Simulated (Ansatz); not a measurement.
Start from CsPbI₃ in the cubic perovskite structure (space group Pm-3m, No. 221; a = 6.390 Å). Axes: x, y, z lie along the cube axes.

(Cell as relaxed with PBE.)

Levels (all Ansatz, a quantum-chemistry and plane-wave program, PAW): PBE (420 eV, no SOC); r2SCAN (500 eV, no spin-orbit coupling).

Each level relaxes its own structure.

| base | PBE | r2SCAN |
|---|---|---|
| volume per atom | 52.20 Å³ | 50.79 Å³ |
| lattice parameter a | 12.076 bohr | 11.967 bohr |
| band gap | 1.48 eV | 1.70 eV |

One thing is altered: tensile biaxial strain of 4.76 % in the plane normal to [001], as in epitaxy on a mismatched substrate; the out-of-plane cell vector and the atoms relax.

| quantity | PBE | r2SCAN |
|---|---|---|
| band gap | 1.54 eV | … |
| shift of the gap caused by the change | +0.06 eV | … |
| volume per atom | 56.58 Å³ | … |

Question: What does r2SCAN give?

Answer: 
- band gap, r2SCAN: 1.79 eV
- shift of the gap caused by the change, r2SCAN: +0.08 eV
- volume per atom, r2SCAN: 55.12 Å³

PBE's band gap lies 0.25 eV below r2SCAN's; PBE's shift of the gap caused by the change lies 0.027 eV below r2SCAN's; PBE's volume per atom lies 1.46 Å³ above r2SCAN's (2.6 %). Neither level is exact; r2SCAN is the comparison here, not a measurement.

With I and Pb present, leaving out spin-orbit coupling can change the band edges. Whether these cells are dynamically stable was not tested. Many cubic perovskites are stable only at high temperature; tilts and polar distortions were not tested. This is not the structure that CsPbI3 has at room temperature and ambient pressure.
